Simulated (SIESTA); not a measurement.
Ti:

```
Ti
1.0
     2.95000    0.00000    0.00000
    -1.47500    2.55477    0.00000
     0.00000    0.00000    4.68000
Ti
2
Direct
  0.66667 0.33333 0.75000
  0.33333 0.66667 0.25000
```

| Property | Result |
| --- | --- |
| Program | SIESTA 5.4.2 |
| Task | single point |
| Functional | PBE |
| Potentials or basis | PseudoDojo 0.4 standard (PBE files) |
| Basis | DZP (energy shift 0.003 Ry; two zetas on semicore shells) |
| Grid cutoff | 800 Ry |
| Energy shift | 0.003 Ry |
| k mesh | 10 × 10 × 6 |
| Occupations | fermi-dirac, width 0.05 eV |
| Spin | no spin polarisation |

On this cell: pressure -1.3 GPa; largest force under 0.003 eV/Å; band gap on the k mesh none (metal or under the smearing width).

The same run follows on a disturbed copy (atoms moved at random, drawn with an rms of 0.05 Å):

```
CELL_PARAMETERS angstrom
2.95000 0.00000 0.00000
-1.47500 2.55477 0.00000
0.00000 0.00000 4.68000
ATOMIC_POSITIONS crystal
Ti 0.68616 0.32688 0.74849
Ti 0.33797 0.67291 0.24873
```

Problem. What changes?

Solution. The energy (extrapolated to zero smearing) moves by +2.1 meV/atom; pressure -1.3 GPa; largest force 0.112 eV/Å; band gap on the k mesh none (metal or under the smearing width).

Forces in eV/Å, atoms in the order of the input:
```
Ti  -0.100  0.051  0.005
Ti   0.099 -0.051 -0.004
```

Stress tensor (GPa, compression positive):
```
-1.79  0.79 -0.01
 0.79 -0.98  0.00
-0.01  0.00 -1.08
```

Caveats: the basis of atomic orbitals isn't converged, which shifts pressures, moduli and gaps.
